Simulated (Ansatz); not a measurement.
Consider GeO2 in the rutile structure (space group P4_2/mnm, No. 136; a = 4.488 Å, c = 2.905 Å).

Computed with Kohn–Sham DFT with the PBE functional, run in Ansatz (a program for electronic structure) with PAW and 420 eV plane waves, without spin-orbit coupling.

Base values:

* **Lattice parameter a**: 4.488 Å
* **Width of the top valence band**: 1.79 eV

One thing is altered: cell and atoms relaxed at a pressure of 1.8 GPa.

**Question.** Predict the new lattice parameter a.

**Answer.** The lattice parameter a shrinks by 0.018 Å, from 4.488 Å to 4.470 Å.

**Question.** How does this affect the width of the top valence band?

**Answer.** The width of the top valence band hardly moves (1.79 eV against 1.81 eV).

The levels and masses belong to the bands next to the band gap. Load acts through the strain it causes; cell and atoms are relaxed under it. No phonon test of stability was made.
